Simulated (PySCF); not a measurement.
**Reproducing measurements on phenylacetylene**

**The experiment to reproduce.**

From NIST CCCBDB Release 22 (SRD 101), experimental dipoles, for the gas: dipole moment 0.656 D.

The results are set against them at the end.

Species: phenylacetylene, C8H6.
SMILES with atom numbers: `[CH:1]#[C:2][c:3]1[cH:4][cH:5][cH:6][cH:7][cH:8]1` (hydrogens: H9 on C1; H10 on C4; H11 on C5; H12 on C6; H13 on C7; H14 on C8)

Cartesian coordinates in Å at the GFN2-xTB level; atoms count from 1:
```
atom  x, y, z in Å
C1     2.2072    1.8861    1.6396
C2     1.4131    1.2081    1.0471
C3     0.4756    0.4072    0.3503
C4    -0.0452    0.8366   -0.8703
C5    -0.9584    0.0495   -1.5454
C6    -1.3614   -1.1650   -1.0133
C7    -0.8478   -1.5938    0.2002
C8     0.0678   -0.8159    0.8824
H9     2.9012    2.4786    2.1574
H10    0.2711    1.7855   -1.2793
H11   -1.3585    0.3846   -2.4914
H12   -2.0757   -1.7768   -1.5440
H13   -1.1630   -2.5395    0.6167
H14    0.4734   -1.1456    1.8280
```

Runs made with PySCF (gas phase, on this GFN2-xTB geometry; no spin–orbit coupling):

| level | job | basis functions |
| --- | --- | --- |
| PBE0/pcSseg-1 | shieldings, charges and field gradients | 166 |

Results beside the measurements:

**Dipole moment.** Measured: 0.656 D (NIST CCCBDB Release 22 (SRD 101), experimental dipoles).

```
        level  computed (D)  computed − measured (D)  % (from the printed values)
PBE0/pcSseg-1         0.685                   +0.029                           +4
```

The computed dipoles belong to one fixed geometry; measured ones are averaged over vibrations unless marked μe. Magnitudes are compared, not signs.

No measured geometry was used, and the causes of the misses weren't examined.
